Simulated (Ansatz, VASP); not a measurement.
## ZnO in VASP and in Ansatz

The input INCAR:

```
ALGO     = Normal         # electronic algorithm
EDIFF    = 1E-6           # SCF threshold, eV
ENCUT    = 520            # plane-wave cutoff, eV
GGA      = PE             # functional
ISIF     = 2              # what is computed and relaxed
ISMEAR   = 0              # smearing method
LASPH    = True           # aspherical terms in the spheres
LCHARG   = True           # write CHGCAR
LELF     = True           # ELF
LREAL    = False          # projectors in reciprocal space
LVHAR    = True         
LWAVE    = False          # write WAVECAR
NBANDS   = 66             # bands
NELM     = 80             # most SCF steps
PREC     = Accurate       # precision mode
SIGMA    = 0.01           # smearing width, eV
```

Contents of KPOINTS:

```
k-points
0
Gamma
  3 3 3
```

File POSCAR:

```
ZnO
1.0
    0.0000000000      0.0000000000      5.2932332175
    4.9190861938      2.8400357381      0.0000000000
   -4.9190861938      2.8400357382      0.0000000000
Zn O
6 6
Direct
    0.5006044103      0.3333333333      1.0000000000
    0.5006044103      0.6666666667      0.6666666667
    0.5006044103      0.0000000000      0.3333333333
    0.0006044103      0.3333333333      0.3333333333
    0.0006044103      0.6666666667      1.0000000000
    0.0006044103      0.0000000000      0.6666666667
    0.8797055897      0.3333333333      1.0000000000
    0.8797055897      0.6666666667      0.6666666667
    0.8797055897      0.0000000000      0.3333333333
    0.3797055897      0.3333333333      0.3333333333
    0.3797055897      0.6666666667      1.0000000000
    0.3797055897      0.0000000000      0.6666666667
```

Input for Ansatz:

```yaml
crystal:
  lattice:
    - [0.0, 0.0, 5.2932332175]
    - [4.9190861938, 2.8400357381, 0.0]
    - [-4.9190861938, 2.8400357382, 0.0]
  atoms:
    - { symbol: Zn, position: [0.5006044103, 0.3333333333, 1.0] }
    - { symbol: Zn, position: [0.5006044103, 0.6666666667, 0.6666666667] }
    - { symbol: Zn, position: [0.5006044103, 0.0, 0.3333333333] }
    - { symbol: Zn, position: [0.0006044103, 0.3333333333, 0.3333333333] }
    - { symbol: Zn, position: [0.0006044103, 0.6666666667, 1.0] }
    - { symbol: Zn, position: [0.0006044103, 0.0, 0.6666666667] }
    - { symbol: O, position: [0.8797055897, 0.3333333333, 1.0] }
    - { symbol: O, position: [0.8797055897, 0.6666666667, 0.6666666667] }
    - { symbol: O, position: [0.8797055897, 0.0, 0.3333333333] }
    - { symbol: O, position: [0.3797055897, 0.3333333333, 0.3333333333] }
    - { symbol: O, position: [0.3797055897, 0.6666666667, 1.0] }
    - { symbol: O, position: [0.3797055897, 0.0, 0.6666666667] }
basis:
  ecutwfc: 420
  xc_grid: 2
kpoints:
  mp_grid: { grid: [3, 3, 3], shift: [0.0, 0.0, 0.0] }
hamiltonian:
  xc: pbe
scf:
  occupations: { method: gaussian, width: 0.01 }
output:
  forces: true
  stress: true
  eigenvalues: true
```

Alike in both runs: task single point; functional PBE; k mesh 3 × 3 × 3; occupations gaussian, width 0.01 eV; no spin polarisation.

|  | VASP | Ansatz |
| --- | --- | --- |
| version | VASP 6.6.1 | Ansatz 0.2.0 |
| potentials or method | VASP PAW PBE potentials, release 64 (Zn, O) | scalar-relativistic, plane waves, PAW |
| plane-wave cutoff (eV) | 520 | 420 |
| valence electrons in the cell | 108 | 108 |

VASP gave:

| Quantity | Value |
| --- | --- |
| gap on the k mesh at the Fermi level (eV) | 0.73 |
| least direct gap on the mesh (eV) | 0.73 |
| pressure (GPa) | 0.9 |

Question: Which values does Ansatz return?

Answer: gap on the k mesh at the Fermi level (eV): 0.74; least direct gap on the mesh (eV): 0.74; pressure (GPa): 0.0.

With one functional, cell and mesh, what is left measures potentials, basis and numerics.

Caveats: the k mesh is coarse (spacing up to 0.43 Å⁻¹), so the values aren't converged.
